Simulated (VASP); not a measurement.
Input of a VASP 6.6.1 run:

INCAR

```
SYSTEM = P
PREC = Accurate
ENCUT = 520
EDIFF = 0.05
ISMEAR = 0
SIGMA = 0.02
LREAL = .FALSE.
LASPH = .TRUE.
NELM = 100
ALGO = Normal
ISIF = 2
LWAVE = .FALSE.
LCHARG = .FALSE.
GGA = PS
IVDW = 12
IBRION = 6
NFREE = 2
POTIM = 0.015
NSW = 1
```

Contents of KPOINTS:

```
regular mesh
0
G
  12 12 12
  0 0 0
```

Contents of POSCAR:

```
P                                       
1.0
    1.6733673385      0.9661190863      2.7245936926
   -1.6733673385      0.9661190863      2.7245936926
    0.0000000000     -1.9322381612      2.7245936920
  P             
     2
Direct
     0.2436962390609625    0.2436962390609625    0.2436962390579938
     0.7563037609390375    0.7563037609390375    0.7563037609420060
```

Potentials or basis: VASP PAW PBE potentials, release 64 (P).

The run is started by

```bash
$ cat potpaw_PBE.64/P/POTCAR > POTCAR
$ mpirun -np 1 vasp_std > vasp.out
```

What does it give for the dispersion energy per atom?

-0.429 eV.

Predict the highest phonon frequency at Γ.

272 cm⁻¹.

Phonon frequencies in cm⁻¹ (negative: imaginary):
```
              q point        frequencies
(0.000, 0.000, 0.000)  0 0 0 216 216 272
```
